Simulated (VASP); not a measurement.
# MoS2 in VASP: one cell, several levels of theory, part 1 of 2

Aim: gap, levels, forces and stress of MoS2 built on the database structure prototype, under -2.0 % equal strain in all directions at fixed geometry. Runs: PBE, r2SCAN. The results are then set beside those of Ansatz 0.2.0 for the same cell.

Code: VASP 6.6.1. PAW datasets, plane waves. Computed at 0 K without zero-point motion; spin polarisation is off.

**1. The cell**

The cell comes from an earlier relaxation with r2SCAN+rVV10 in another program, then strained, with the atoms relaxed again.

Space group P-6m2 (No. 187), hexagonal; a = 3.106 Å, c = 6.670 Å in the conventional setting, 18.58 Å³ an atom. Around Mo lie 6 S at 2.39 Å; around S lie 3 Mo at 2.39 Å.

The structure in full:

```
CELL_PARAMETERS angstrom
3.10595 0.00000 0.00000
-1.55298 2.68984 0.00000
0.00000 0.00000 6.67041
ATOMIC_POSITIONS crystal
Mo 0.00000 0.00000 0.00000
S 0.33333 0.66667 0.23615
S 0.33333 0.66667 0.76385
```

**2. Single point with PBE**

INCAR reads:

```
ENCUT = 520.000000
SIGMA = 0.020000
EDIFF = 1.00e-07
GGA = PE
PREC = Accurate
IBRION = -1
ISIF = 2
ISMEAR = -1
NBANDS = 20
NELM = 120
NSW = 0
LASPH = .TRUE.
LCHARG = .TRUE.
LELF = .TRUE.
LWAVE = .FALSE.
LREAL = .FALSE.
```

KPOINTS reads:

```
KPOINTS created by Atomic Simulation Environment
0
Gamma
12 12 4
0 0 0
```

KPOINTS_OPT reads:

```
special points
7
Reciprocal
0.0000000000 0.0000000000 0.0000000000 1
0.5000000000 0.0000000000 0.0000000000 1
0.3333333333 0.3333333333 0.0000000000 1
0.0000000000 0.0000000000 0.5000000000 1
0.5000000000 0.0000000000 0.5000000000 1
0.3333333333 0.3333333333 0.5000000000 1
0.1744790000 0.1744790000 0.0000000000 1
```

POSCAR reads:

```
Mo S
 1.0000000000000000
     3.1059543043976761    0.0000000000000000    0.0000000000000000
    -1.5529771521988380    2.6898353306020124    0.0000000000000000
     0.0000000000000000    0.0000000000000000    6.6704083680000004
 Mo  S
   1   2
Cartesian
  0.0000000000000000 -0.0000000000000001  0.0000000000000000
 -0.0000000000000001  1.7932235537346748  1.5751965696521610
 -0.0000000000000001  1.7932235537346748  5.0952117983478384
```

The run uses the recommended PBE PAW datasets (26 valence electrons a neutral cell).

Launch:

```
> mpirun -np 1 vasp_std
```

Printed to the terminal (iteration lines stand in OSZICAR):

```text
POSCAR found type information on POSCAR MoS
 POSCAR found :  2 types and       3 ions
 LDA part: xc-table for (Slater+PW92), standard interpolation
 POSCAR, INCAR and KPOINTS ok, starting setup
 FFT: planning ... GRIDC
 FFT: planning ... GRID_SOFT
 FFT: planning ... GRID
 WAVECAR not read
 entering main loop
 Start KPOINTS_OPT (optional k-point list driver)
k-point batch [1-7\7]
```

OSZICAR:

```text
N       E                     dE             d eps       ncg     rms          rms(c)
DAV:   1     0.186476334054E+03    0.18648E+03   -0.13400E+04  2288   0.122E+03
DAV:   2    -0.156822822470E+02   -0.20216E+03   -0.19670E+03  2852   0.318E+02
DAV:   3    -0.230500074793E+02   -0.73677E+01   -0.73045E+01  2812   0.568E+01
DAV:   4    -0.231465116205E+02   -0.96504E-01   -0.96451E-01  2824   0.685E+00
DAV:   5    -0.231482254317E+02   -0.17138E-02   -0.17137E-02  2896   0.865E-01    0.258E+01
DAV:   6    -0.221057742626E+02    0.10425E+01   -0.93269E+00  2496   0.189E+01    0.922E+00
DAV:   7    -0.218681140705E+02    0.23766E+00   -0.37373E+00  2384   0.111E+01    0.624E+00
DAV:   8    -0.217477398572E+02    0.12037E+00   -0.60522E-01  2556   0.480E+00    0.181E+00
DAV:   9    -0.217493789162E+02   -0.16391E-02   -0.26613E-02  2664   0.994E-01    0.729E-01
DAV:  10    -0.217481232689E+02    0.12556E-02   -0.91228E-03  2604   0.645E-01    0.112E-01
DAV:  11    -0.217482289663E+02   -0.10570E-03   -0.51577E-04  2664   0.157E-01    0.745E-02
DAV:  12    -0.217482304268E+02   -0.14605E-05   -0.64882E-05  2660   0.509E-02    0.279E-02
DAV:  13    -0.217482604792E+02   -0.30052E-04   -0.43185E-05  2456   0.357E-02    0.187E-02
DAV:  14    -0.217482614036E+02   -0.92440E-06   -0.26316E-06  3100   0.997E-03    0.956E-03
DAV:  15    -0.217482619596E+02   -0.55602E-06   -0.92839E-07  2484   0.606E-03    0.364E-03
DAV:  16    -0.217482619419E+02    0.17671E-07   -0.23167E-07  2364   0.337E-03
   1 F= -.21748262E+02 E0= -.21748262E+02  d E =-.100262E-12
       N       E                     dE             ncg
DAV:   1     0.115601492658E+04   -0.55408E+04      280
DAV:   2    -0.309262255324E+03   -0.14653E+04      352
DAV:   3    -0.360460271617E+03   -0.51198E+02      332
DAV:   4    -0.361233972619E+03   -0.77370E+00      348
DAV:   5    -0.361245877726E+03   -0.11905E-01      352
DAV:   6    -0.361246095489E+03   -0.21776E-03      356
DAV:   7    -0.361246101768E+03   -0.62785E-05      352
DAV:   8    -0.361246102005E+03   -0.23670E-06      296
DAV:   9    -0.361246102013E+03   -0.80379E-08      208
```

The lines after F= are the extra pass for the points of KPOINTS_OPT, at fixed density; their E is not a total energy.

From OUTCAR:

```text
k-points           NKPTS =     57   k-points in BZ     NKDIM =     57   number of bands    NBANDS=     20

   NELECT =      26.0000    total number of electrons

   dimension x,y,z NGX =    24 NGY =   24 NGZ =   50
   dimension x,y,z NGXF=    48 NGYF=   48 NGZF=  100

  energy-cutoff  :      520.00
  volume of cell :       55.73
      direct lattice vectors                 reciprocal lattice vectors
     3.105954304  0.000000000  0.000000000     0.321962238  0.185884985  0.000000000
    -1.552977152  2.689835331  0.000000000     0.000000000  0.371769970  0.000000000
     0.000000000  0.000000000  6.670408368     0.000000000  0.000000000  0.149915859

 k-points in reciprocal lattice and weights: KPOINTS created by Atomic Simulation Env
   0.00000000  0.00000000  0.00000000       0.002
   0.08333333 -0.00000000  0.00000000       0.010
   0.16666667  0.00000000  0.00000000       0.010
   0.25000000  0.00000000  0.00000000       0.010
   0.33333333 -0.00000000  0.00000000       0.010
   0.41666667 -0.00000000  0.00000000       0.010
   0.50000000  0.00000000  0.00000000       0.005
   0.08333333  0.08333333  0.00000000       0.010
[... 49 more k-points ...]

 E-fermi :   7.1068

 k-point     1 :       0.0000    0.0000    0.0000
  band No.  band energies     occupation
      1     -54.4419      2.00000
      2     -28.6408      2.00000
      3     -28.3367      2.00000
      4     -28.3367      2.00000
      5      -8.0510      2.00000
      6      -6.5929      2.00000
      7       0.1880      2.00000
      8       3.8121      2.00000
      9       3.8121      2.00000
     10       4.9848      2.00000
     11       4.9848      2.00000
     12       5.1209      2.00000
     13       5.6770      2.00000
     14       9.3358      0.00000
     15       9.3358      0.00000
     16       9.4696      0.00000
     17       9.4696      0.00000
     18      12.8273      0.00000
     19      14.4410      0.00000
     20      15.9224      0.00000

 k-point     2 :       0.0833   -0.0000    0.0000
  band No.  band energies     occupation
      1     -54.4385      2.00000
      2     -28.6343      2.00000
      3     -28.3695      2.00000
      4     -28.3441      2.00000
      5      -7.9378      2.00000
      6      -6.5463      2.00000
      7       0.3170      2.00000
      8       3.5590      2.00000
      9       3.9298      2.00000
     10       4.3134      2.00000
     11       4.8056      2.00000
     12       5.5929      2.00000
     13       5.6843      2.00000
     14       9.0912      0.00000
     15       9.2243      0.00000
     16       9.3427      0.00000
     17       9.5275      0.00000
     18      13.3284      0.00000
     19      14.5889      0.00000
     20      16.4116      0.00000

 k-point     3 :       0.1667    0.0000    0.0000
  band No.  band energies     occupation
      1     -54.4291      2.00000
      2     -28.6165      2.00000
      3     -28.4583      2.00000
      4     -28.3643      2.00000
      5      -7.6145      2.00000
      6      -6.4137      2.00000
      7       0.6492      2.00000
      8       2.9690      2.00000
      9       3.5309      2.00000
     10       4.2559      2.00000
     11       4.3868      2.00000
     12       5.6176      2.00000
     13       5.6677      2.00000
     14       8.4339      0.00000
     15       9.0561      0.00000
     16       9.2709      0.00000
     17       9.9598      0.00000
     18      14.0870      0.00000
     19      15.2184      0.00000
     20      16.3984      0.00000

 k-point     4 :       0.2500    0.0000    0.0000
  band No.  band energies     occupation
      1     -54.4162      2.00000
      2     -28.5922      2.00000
      3     -28.5776      2.00000
      4     -28.3917      2.00000
      5      -7.1319      2.00000
      6      -6.2178      2.00000
      7       0.9541      2.00000
      8       2.3926      2.00000
      9       2.7553      2.00000
     10       3.9210      2.00000
     11       4.7052      2.00000
     12       5.3327      2.00000
     13       5.3383      2.00000
     14       8.1720      0.00000
     15       8.7953      0.00000
     16       9.7176      0.00000
     17      10.3949      0.00000
     18      14.1280      0.00000
     19      15.4104      0.00000
     20      15.8365      0.00000

 k-point     5 :       0.3333   -0.0000    0.0000
  band No.  band energies     occupation
      1     -54.4032      2.00000
      2     -28.6949      2.00000
      3     -28.5677      2.00000
      4     -28.4189      2.00000
      5      -6.5816      2.00000
      6      -6.0007      2.00000
      7       0.8164      2.00000
      8       2.0564      2.00000
      9       2.1400      2.00000
     10       3.5310      2.00000
     11       4.9684      2.00000
     12       5.1150      2.00000
     13       5.1359      2.00000
     14       8.4246      0.00000
     15       8.7063      0.00000
     16      10.2474      0.00000
     17      10.7008      0.00000
     18      13.8205      0.00000
     19      14.2580      0.00000
     20      15.0240      0.00000

 k-point     6 :       0.4167   -0.0000    0.0000
  band No.  band energies     occupation
      1     -54.3937      2.00000
      2     -28.7795      2.00000
      3     -28.5497      2.00000
      4     -28.4387      2.00000
      5      -6.1131      2.00000
      6      -5.8245      2.00000
      7       0.4262      2.00000
      8       1.5539      2.00000
      9       1.9922      2.00000
     10       3.2785      2.00000
     11       4.7354      2.00000
     12       5.2758      2.00000
     13       5.4125      2.00000
     14       8.7939      0.00000
     15       8.9048      0.00000
     16      10.5756      0.00000
     17      10.8619      0.00000
     18      12.6630      0.00000
     19      14.1683      0.00000
     20      14.6551      0.00000

 k-point     7 :       0.5000    0.0000    0.0000
  band No.  band energies     occupation
      1     -54.3902      2.00000
      2     -28.8102      2.00000
      3     -28.5431      2.00000
      4     -28.4460      2.00000
      5      -5.9213      2.00000
      6      -5.7556      2.00000
      7       0.2415      2.00000
      8       1.3691      2.00000
      9       1.9078      2.00000
     10       3.1916      2.00000
     11       4.6599      2.00000
     12       5.4345      2.00000
     13       5.4999      2.00000
     14       8.8701      0.00000
     15       9.1995      0.00000
     16      10.6669      0.00000
     17      10.9098      0.00000
     18      12.0557      0.00000
     19      14.2838      0.00000
     20      14.5839      0.00000

 k-point     8 :       0.0833    0.0833    0.0000
  band No.  band energies     occupation
      1     -54.4321      2.00000
      2     -28.6222      2.00000
      3     -28.4286      2.00000
      4     -28.3596      2.00000
      5      -7.7194      2.00000
      6      -6.4566      2.00000
      7       0.5508      2.00000
      8       3.1467      2.00000
      9       3.7965      2.00000
     10       4.1419      2.00000
     11       4.3910      2.00000
     12       5.6571      2.00000
     13       5.7899      2.00000
     14       8.6025      0.00000
     15       9.1105      0.00000
     16       9.1187      0.00000
     17       9.9033      0.00000
     18      14.0338      0.00000
     19      14.9188      0.00000
     20      16.6118      0.00000

 k-point     9 :       0.1667    0.0833    0.0000
  band No.  band energies     occupation
      1     -54.4209      2.00000
      2     -28.6011      2.00000
      3     -28.5283      2.00000
      4     -28.3876      2.00000
      5      -7.3153      2.00000
      6      -6.2911      2.00000
      7       0.8965      2.00000
      8       2.5882      2.00000
      9       3.1404      2.00000
     10       3.8121      2.00000
     11       4.4665      2.00000
     12       5.4872      2.00000
     13       5.6982      2.00000
     14       8.1466      0.00000
     15       8.8576      0.00000
     16       9.2737      0.00000
     17      10.4202      0.00000
     18      14.4401      0.00000
     19      15.8619      0.00000
     20      15.9631      0.00000

 k-point    10 :       0.2500    0.0833    0.0000
  band No.  band energies     occupation
      1     -54.4080      2.00000
      2     -28.6415      2.00000
      3     -28.5767      2.00000
      4     -28.4201      2.00000
      5      -6.7946      2.00000
      6      -6.0808      2.00000
      7       0.9981      2.00000
      8       2.2447      2.00000
      9       2.3817      2.00000
     10       3.4294      2.00000
     11       4.6347      2.00000
     12       5.3213      2.00000
     13       5.3511      2.00000
     14       8.0941      0.00000
     15       8.8295      0.00000
     16       9.7249      0.00000
     17      10.8161      0.00000
     18      14.3536      0.00000
     19      14.7665      0.00000
     20      15.6691      0.00000

[... the tables of k-points 11 to 57 left out ...]

  Total        2.6689384      2.6689384      1.4880890      0.0000000      0.0000000      0.0000000
  in kB       76.7319014     76.7319014     42.7825153      0.0000000      0.0000000      0.0000000
  external PRESSURE =      65.4154394 kB  Pullay stress =       0.0000000 kB

 POSITION                                       TOTAL-FORCE (eV/Angst)
 -----------------------------------------------------------------------------------
      0.00000      0.00000      0.00000        -0.000000     -0.000000      0.000000
      0.00000      1.79322      1.57520         0.000000     -0.000000      0.137226
      0.00000      1.79322      5.09521         0.000000      0.000000     -0.137226
 -----------------------------------------------------------------------------------
    total drift:                               -0.000000      0.000000     -0.000000

  FREE ENERGIE OF THE ION-ELECTRON SYSTEM (eV)
  ---------------------------------------------------
  free  energy   TOTEN  =       -21.7482619419 eV

  energy  without entropy=      -21.7482619419  energy(sigma->0) =      -21.74826194
```

Hardware: 1 MPI rank of Intel Xeon Platinum 8488C, shared host.

The levels at the points of KPOINTS_OPT are read from vasprun.xml.

Levels at the named points, in eV from the top of band v (v: the last filled band by count, c: the next):

```csv
point,v−1,v,c,c+1
Γ,-1.51,-0.96,2.70,2.70
M,-1.20,-1.13,2.24,2.57
K,-2.27,-0.32,1.66,2.94
A,-1.67,0.00,2.63,2.63
L,-1.06,-0.75,2.25,2.81
H,-3.03,-0.24,1.68,2.38
```

PBE gives an indirect gap of 1.29 eV, from A to (0.17, 0.17, 0.00); the least direct gap is 1.92 eV. Pressure: 6.54 GPa, and the largest force is 0.137 eV/Å, on atom 2 (S).

Density in a lattice plane of the grid's cell (edges 3.11 and 6.67 Å, at 0.667 of the third edge), which holds S.

Ten even steps from ' ' (0.01 e/Å³) to '@' (1.15 e/Å³):
```
==--------::::--==++**++
--==++****++++==--------
--**%%@@@@@@%%**--::::::
==##@@**--**@@##==::..::
--##@@==..==@@##--......
::++%%@@@@@@@@++::..  ..
..--++##%%##++--..      
  ..::::--::::..        
                        
                        
                        
  ..::::--::::..        
..--++##%%##++--..      
::++%%@@@@@@@@++::..  ..
--##@@==..==@@##--......
==##@@**--**@@##==::..::
--**%%@@@@@@%%**--::::::
--==++****++++==--------
==--------::::--==++**++
++--::::::::::--==##@@%%
```
Columns run along the first of these edges and rows up along the second, over one cell in 12 and 20 even steps from the bottom left corner. Atoms in the plane (fractional): S at (0.33, 0.24), S at (0.33, 0.76).

ELF in the same plane.

Ten even steps from ' ' (0.01) to '@' (0.95):
```
::::----------::::::--::
::++**######**++::......
++%%%%######%%%%++::..::
##%%##++--++%%%%##--::--
##%%%%++==++%%%%##--..--
##%%@@@@%%@@@@%%##::..--
**%%@@@@@@@@@@%%**..  ::
--##%%@@@@@@%%##--      
  ::--======--::        
                        
  ::--======--::        
--##%%@@@@@@%%##--      
**%%@@@@@@@@@@%%**..  ::
##%%@@@@%%@@@@%%##::..--
##%%%%++==++%%%%##--..--
##%%##++--++%%%%##--::--
++%%%%######%%%%++::..::
::++**######**++::......
::::----------::::::--::
::..............::======
```
Columns run along the first of these edges and rows up along the second, over one cell in 12 and 20 even steps from the bottom left corner. Atoms in the plane (fractional): S at (0.33, 0.24), S at (0.33, 0.76).

Both are smooth fields of the valence electrons: close to the nuclei they are not physical.

Maxima of ELF outside the ion cores: 0.95 beside S, off the lines to its neighbours, 0.8 Å from S; 0.86 on the S–Mo line, 0.8 Å from S; 0.46 between the atoms, 1.7 Å from Mo.

(Continued in part 2 of 2.)
